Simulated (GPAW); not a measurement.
# free-standing triangular Co monolayer, spacing 2.8 A: a ladder in the plane-wave cutoff, part 2 of 2

Aim: see how far moments and order energies of free-standing triangular Co monolayer, spacing 2.8 A move with the plane-wave cutoff, and what each rung costs.

GPAW 26.7.0; PBE; plane waves with GPAW's PAW setups, scalar-relativistic.

So far, largest spin moment in the augmentation sphere (μB): step 2 (rung 1 (250 eV), start ferro +) 2.11; step 5 (rung 2 (325 eV), start antiferro q=(0,1/2,0) +-) 1.94; step 6 (rung 3 (400 eV), start ferro +) 2.12; step 7 (rung 3 (400 eV), start antiferro q=(0,1/2,0) +-) 1.94; step 8 (rung 4 (500 eV), start ferro +) 2.12.

## 9. Rung 4 (500 eV), start antiferro q=(0,1/2,0) +-

Contents of order2.py:

```python
import json
import numpy as np
from ase import Atoms
from ase.parallel import paropen, parprint
from gpaw import GPAW

atoms = Atoms(['Co', 'Co'],
    cell=[[2.8, 0.0, 0.0],
         [-2.8, 4.849742, 0.0],
         [0.0, 0.0, 14.0]],
    scaled_positions=[[0.0, 0.0, 0.5],
         [0.0, 0.5, 0.5]],
    pbc=True,
    magmoms=[2.0, -2.0])
atoms.calc = GPAW(mode={'name': 'pw', 'ecut': 500},
    xc='PBE',
    kpts={'size': (12, 6, 1), 'gamma': True},
    occupations={'name': 'fermi-dirac', 'width': 0.05},
    convergence={'density': 1e-05, 'energy': 1e-05},
    maxiter=200,
    symmetry={'tolerance': 1e-4},
    txt='order2.txt')
e = atoms.get_potential_energy(force_consistent=True)
res = {'free_energy': e, 'energy_sigma0': atoms.get_potential_energy(), 'fermi_energy': atoms.calc.get_fermi_level()}
res['moments'] = atoms.get_magnetic_moments().tolist()
res['total'] = atoms.get_magnetic_moment()
parprint('site moments (muB):', np.round(res['moments'], 3))
parprint(f"total moment: {res['total']:.3f} muB")
parprint(f'free energy: {e:.6f} eV')
atoms.calc.write('order2.gpw')
with paropen('results.json', 'w') as f:
    json.dump(res, f)
```

Started as:

```sh
OMP_NUM_THREADS=1 python3 order2.py > order2.log
```

Numbers of over 12 decimals in the logs are rounded to 6 here.

The program printed:

```text
site moments (muB): [ 1.943 -1.943]
total moment: 0.000 muB
free energy: -11.728532 eV

--- order2.txt ---
Input parameters:
  mode=PW(ecut=500),
  convergence={'density': 1e-05, 'energy': 1e-05},
  kpts=MonkhorstPack(size=(12, 6, 1), gamma=True),
  maxiter=200,
  occupations=Occupations(name='fermi-dirac', width=0.05),
  symmetry=Symmetry(tolerance=0.0001),
  xc=XC(name='PBE')

Diagonalizing LCAO Hamiltonian
[...]
|          3 |        -4.452 |     1.000 |        -4.452 |     1.000 |
|          4 |        -4.290 |     1.000 |        -4.290 |     1.000 |
[...]
|         11 |        -1.752 |     0.000 |        -1.752 |     0.000 |
|         12 |        -0.885 |     0.000 |        -0.885 |     0.000 |
|         13 |         1.447 |     0.000 |         1.447 |     0.000 |
|         14 |         1.910 |     0.000 |         1.910 |     0.000 |

No gap
No difference between direct/indirect transitions


[key lines of the parts left out:]
Free energy:     -11.728532
Converged in 16 steps
dipole moment: (-7.481381, -12.958136, -0.000012)  # |e|*Ang
Fermi level: -2.560
```

Wall time 80 s (1 MPI rank of Intel Xeon Platinum 8488C (Sapphire Rapids), shared host); peak memory 0.33 GiB.

Read from the output:

```
magnetization  : 0 μB
final state    : antiferromagnetic
largest moment : 1.943 μB
```

This start lies +65.7 meV a seeded atom from the first, a change of -0.8 meV since rung 3; its largest moment is 1.94 μB.

## 10. Rung 5 (650 eV), start ferro +

Contents of order1.py:

```python
import json
import numpy as np
from ase import Atoms
from ase.parallel import paropen, parprint
from gpaw import GPAW

atoms = Atoms(['Co'],
    cell=[[2.8, 0.0, 0.0],
         [-1.4, 2.424871, 0.0],
         [0.0, 0.0, 14.0]],
    scaled_positions=[[0.0, 0.0, 0.5]],
    pbc=True,
    magmoms=[2.0])
atoms.calc = GPAW(mode={'name': 'pw', 'ecut': 650},
    xc='PBE',
    kpts={'size': (12, 12, 1), 'gamma': True},
    occupations={'name': 'fermi-dirac', 'width': 0.05},
    convergence={'density': 1e-05, 'energy': 1e-05},
    maxiter=200,
    symmetry={'tolerance': 1e-4},
    txt='order1.txt')
e = atoms.get_potential_energy(force_consistent=True)
res = {'free_energy': e, 'energy_sigma0': atoms.get_potential_energy(), 'fermi_energy': atoms.calc.get_fermi_level()}
res['moments'] = atoms.get_magnetic_moments().tolist()
res['total'] = atoms.get_magnetic_moment()
parprint('site moments (muB):', np.round(res['moments'], 3))
parprint(f"total moment: {res['total']:.3f} muB")
parprint(f'free energy: {e:.6f} eV')
atoms.calc.write('order1.gpw')
with paropen('results.json', 'w') as f:
    json.dump(res, f)
```

Started as:

```sh
OMP_NUM_THREADS=1 python3 order1.py > order1.log
```

The program printed:

```text
site moments (muB): [2.125]
total moment: 2.130 muB
free energy: -6.013674 eV

--- order1.txt ---
Input parameters:
  mode=PW(ecut=650),
  convergence={'density': 1e-05, 'energy': 1e-05},
  kpts=MonkhorstPack(size=(12, 12, 1), gamma=True),
  maxiter=200,
  occupations=Occupations(name='fermi-dirac', width=0.05),
  symmetry=Symmetry(tolerance=0.0001),
  xc=XC(name='PBE')

Diagonalizing LCAO Hamiltonian
[...]
|          3 |        -5.013 |     1.000 |        -3.044 |     0.989 |
|          4 |        -4.628 |     1.000 |        -2.330 |     0.000 |
|          5 |        -4.628 |     1.000 |        -2.330 |     0.000 |
|          6 |        -1.931 |     0.000 |        -1.852 |     0.000 |
|          7 |         1.458 |     0.000 |         1.425 |     0.000 |
|          8 |         2.591 |     0.000 |         2.478 |     0.000 |

No gap
No difference between direct/indirect transitions


[key lines of the parts left out:]
Free energy:      -6.013674
Converged in 13 steps
dipole moment: (-3.744208, -6.485158, -0.000005)  # |e|*Ang
Fermi level: -2.817
```

Wall time 21 s (1 MPI rank); peak memory 0.22 GiB.

This step gave:

```
magnetization  : 2.130 μB
final state    : ferromagnetic
largest moment : 2.125 μB
```

The largest moment is that of rung 4, at 1.3 times its CPU time.

## 11. Rung 5 (650 eV), start antiferro q=(0,1/2,0) +-

order2.py is the script of step 9 with these lines changed:

```diff
@@ -14,3 +14,3 @@
     magmoms=[2.0, -2.0])
-atoms.calc = GPAW(mode={'name': 'pw', 'ecut': 500},
+atoms.calc = GPAW(mode={'name': 'pw', 'ecut': 650},
     xc='PBE',
```

Started as:

```sh
OMP_NUM_THREADS=1 python3 order2.py > order2.log
```

The program printed:

```text
site moments (muB): [ 1.944 -1.944]
total moment: -0.000 muB
free energy: -11.896309 eV

--- order2.txt ---
Input parameters:
  mode=PW(ecut=650),
  convergence={'density': 1e-05, 'energy': 1e-05},
  kpts=MonkhorstPack(size=(12, 6, 1), gamma=True),
  maxiter=200,
  occupations=Occupations(name='fermi-dirac', width=0.05),
  symmetry=Symmetry(tolerance=0.0001),
  xc=XC(name='PBE')

Diagonalizing LCAO Hamiltonian
[...]
|          3 |        -4.454 |     1.000 |        -4.454 |     1.000 |
|          4 |        -4.294 |     1.000 |        -4.294 |     1.000 |
[...]
|         11 |        -1.751 |     0.000 |        -1.751 |     0.000 |
|         12 |        -0.886 |     0.000 |        -0.886 |     0.000 |
|         13 |         1.441 |     0.000 |         1.441 |     0.000 |
|         14 |         1.911 |     0.000 |         1.911 |     0.000 |

No gap
No difference between direct/indirect transitions


[key lines of the parts left out:]
Free energy:     -11.896309
Converged in 22 steps
dipole moment: (-7.476140, -12.949056, -0.000012)  # |e|*Ang
Fermi level: -2.561
```

Wall time 3.2 min (1 MPI rank); peak memory 0.46 GiB.

This step gave:

| Property | Result |
| --- | --- |
| magnetization | 0 μB |
| final state | antiferromagnetic |
| largest moment | 1.944 μB |

This start lies +65.5 meV a seeded atom from the first, a change of -0.1 meV since rung 4; its largest moment is 1.94 μB.

## 12. Rung 6 (800 eV), start ferro +

order1.py is the script of step 10 with these lines changed:

```diff
@@ -13,3 +13,3 @@
     magmoms=[2.0])
-atoms.calc = GPAW(mode={'name': 'pw', 'ecut': 650},
+atoms.calc = GPAW(mode={'name': 'pw', 'ecut': 800},
     xc='PBE',
```

Started as:

```sh
OMP_NUM_THREADS=1 python3 order1.py > order1.log
```

The program printed:

```text
site moments (muB): [2.125]
total moment: 2.130 muB
free energy: -6.017350 eV

--- order1.txt ---
Input parameters:
  mode=PW(ecut=800),
  convergence={'density': 1e-05, 'energy': 1e-05},
  kpts=MonkhorstPack(size=(12, 12, 1), gamma=True),
  maxiter=200,
  occupations=Occupations(name='fermi-dirac', width=0.05),
  symmetry=Symmetry(tolerance=0.0001),
  xc=XC(name='PBE')

Diagonalizing LCAO Hamiltonian
[...]
|          3 |        -5.013 |     1.000 |        -3.044 |     0.989 |
|          4 |        -4.628 |     1.000 |        -2.330 |     0.000 |
|          5 |        -4.628 |     1.000 |        -2.330 |     0.000 |
|          6 |        -1.931 |     0.000 |        -1.852 |     0.000 |
|          7 |         1.460 |     0.000 |         1.426 |     0.000 |
|          8 |         2.592 |     0.000 |         2.479 |     0.000 |

No gap
No difference between direct/indirect transitions


[key lines of the parts left out:]
Free energy:      -6.017350
Converged in 13 steps
dipole moment: (-3.744397, -6.485485, -0.000005)  # |e|*Ang
Fermi level: -2.817
```

It took 21 s on 1 MPI rank; peak memory 0.26 GiB.

Read from the output:

```yaml
magnetization: 2.130 μB
final_state: ferromagnetic
largest_moment: 2.125 μB
```

The largest moment is that of rung 5, at 1.0 times its CPU time.

## 13. Rung 6 (800 eV), start antiferro q=(0,1/2,0) +-

order2.py is the script of step 11 with these lines changed:

```diff
@@ -14,3 +14,3 @@
     magmoms=[2.0, -2.0])
-atoms.calc = GPAW(mode={'name': 'pw', 'ecut': 650},
+atoms.calc = GPAW(mode={'name': 'pw', 'ecut': 800},
     xc='PBE',
```

Started as:

```sh
OMP_NUM_THREADS=1 python3 order2.py > order2.log
```

The program printed:

```text
site moments (muB): [ 1.944 -1.944]
total moment: 0.000 muB
free energy: -11.904021 eV

--- order2.txt ---
Input parameters:
  mode=PW(ecut=800),
  convergence={'density': 1e-05, 'energy': 1e-05},
  kpts=MonkhorstPack(size=(12, 6, 1), gamma=True),
  maxiter=200,
  occupations=Occupations(name='fermi-dirac', width=0.05),
  symmetry=Symmetry(tolerance=0.0001),
  xc=XC(name='PBE')

Diagonalizing LCAO Hamiltonian
[...]
|          3 |        -4.453 |     1.000 |        -4.453 |     1.000 |
|          4 |        -4.294 |     1.000 |        -4.294 |     1.000 |
[...]
|         11 |        -1.751 |     0.000 |        -1.751 |     0.000 |
|         12 |        -0.886 |     0.000 |        -0.886 |     0.000 |
|         13 |         1.442 |     0.000 |         1.442 |     0.000 |
|         14 |         1.911 |     0.000 |         1.911 |     0.000 |

No gap
No difference between direct/indirect transitions


[key lines of the parts left out:]
Free energy:     -11.904021
Converged in 16 steps
dipole moment: (-7.476522, -12.949720, -0.000012)  # |e|*Ang
Fermi level: -2.561
```

The job ended after 2.7 min (1 MPI rank; peak memory 0.58 GiB).

Numbers from this step:

```
magnetization  : 0 μB
final state    : antiferromagnetic
largest moment : 1.944 μB
```

This start lies +65.3 meV a seeded atom from the first, a change of -0.2 meV since rung 5; its largest moment is 1.94 μB.

## 14. The rungs together

Ladder, by row:

| rung | cutoff (eV) | state from the first start | state from the second start | second less first (meV a seeded atom) | moment, first (μB) | moment, second (μB) | CPU time (s) |
| --- | --- | --- | --- | --- | --- | --- | --- |
| 1 | 250 | ferromagnetic | antiferromagnetic | 65.13 | 2.111 | 1.935 | 55.03 |
| 2 | 325 | ferromagnetic | antiferromagnetic | 69.08 | 2.126 | 1.938 | 53.26 |
| 3 | 400 | ferromagnetic | antiferromagnetic | 66.51 | 2.124 | 1.939 | 101.9 |
| 4 | 500 | ferromagnetic | antiferromagnetic | 65.66 | 2.124 | 1.943 | 95.3 |
| 5 | 650 | ferromagnetic | antiferromagnetic | 65.52 | 2.125 | 1.944 | 211 |
| 6 | 800 | ferromagnetic | antiferromagnetic | 65.34 | 2.125 | 1.944 | 183 |

## 15. Results

```
range of the moment in the table, first start             : 2.11 to 2.13 μB
range of CPU time                                         : 53 s to 3.5 min
range of the energy difference                            : 65.1 to 69.1 meV a seeded atom
first rung from which all stay within 3.3 meV of the last : 3
```

What this shows: From rung 3 on the result stays within 1.2 meV of the last rung, inside the margin of 3.3 meV set for it, at 56 % of the last rung's cost. The first start ends lower on every rung of the table; whether functional and cell give the true order is another question.

[Logs and program files are shortened in this print: banners, set-up blocks, solver, clock and traceback lines can be left out without a mark of their own.]

[Logs are printed without paths, hosts, clocks, repeated set-up lines and the standing remarks that a program may print on its own settings, such as how far it seeks lower states.]

[Hosts, paths, dates, database ids (printed as entryN), source tags and the programs' standing remarks are cut or masked in the printed files.]

[Where a cell is said to come from a database of computed structures, the database is the Materials Project.]
